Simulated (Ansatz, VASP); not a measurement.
Fe in VASP and in Ansatz

The input INCAR:

```
PREC = Accurate ; ENCUT = 520
EDIFF = 1E-6 ; ISMEAR = 0
SIGMA = 0.15 ; LREAL = F
LASPH = T ; NELM = 150
ALGO = Normal ; ISIF = 2
LWAVE = F ; LCHARG = F
ISPIN = 2 ; MAGMOM = 2.44
LORBIT = 11 ; LMAXMIX = 4
GGA = PE ; NBANDS = 14
```

Contents of KPOINTS:

```
regular mesh
0
Gamma
  10 10 10
```

Contents of POSCAR:

```
Fe
1.0
   -1.5195513979      1.4157750842      1.3496583878
    1.5195513979     -1.4157750842      1.3496583878
    1.5195513979      1.4157750842     -1.3496583878
Fe
1
Direct
    0.0000000000      0.0000000000      0.0000000000
```

Input for Ansatz:

```yaml
crystal:
  lattice:
    - [-1.5195513979, 1.4157750842, 1.3496583878]
    - [1.5195513979, -1.4157750842, 1.3496583878]
    - [1.5195513979, 1.4157750842, -1.3496583878]
  atoms:
    - { symbol: Fe, position: [0.0, 0.0, 0.0], spin: 2.44 }
basis:
  ecutwfc: 520.0
kpoints:
  mp_grid: { grid: [10, 10, 10] }
hamiltonian:
  xc: pbe
scf:
  occupations: { method: gaussian, width: 0.15 }
output:
  forces: true
  stress: true
  eigenvalues: true
  populations: true
magnetization:
  spin_polarized: true
```

Change from the starting cell: normal strain along x +0.0733, normal strain along z -0.0467.

Alike in both runs: task single point; functional PBE; k mesh 10 × 10 × 10; occupations gaussian, width 0.15 eV; collinear spin.

|  | VASP | Ansatz |
| --- | --- | --- |
| version | VASP 6.6.1 | Ansatz 0.2.0 |
| potentials or method | VASP PAW PBE potentials, release 64 (Fe) | scalar-relativistic, plane waves, PAW |
| plane-wave cutoff (eV) | 520 | 520 |
| valence electrons in the cell | 8 | 16 |

VASP gave:

| Item | Value |
| --- | --- |
| gap on the k mesh at the Fermi level (eV) | none |
| pressure (GPa) | -3.5 |
| largest component of the traceless stress (GPa) | 7.42 |
| net moment per atom (μB) | 2.24 |
| size of the moment on the site where the two differ most (μB) | 2.24 |

Question: Estimate Ansatz's values.

Answer: gap on the k mesh at the Fermi level (eV): none; pressure (GPa): -3.2; largest component of the traceless stress (GPa): 7.56; net moment per atom (μB): 2.22; size of the moment on the site where the two differ most (μB): 2.27.

Site moments also hang on the region over which each program counts them. A gap of «none» marks a metal or a gap that the smearing closes. The functional is the same, so the differences come from potentials, cutoffs and numerics. The two sets of potentials don't hold the same shells in valence.
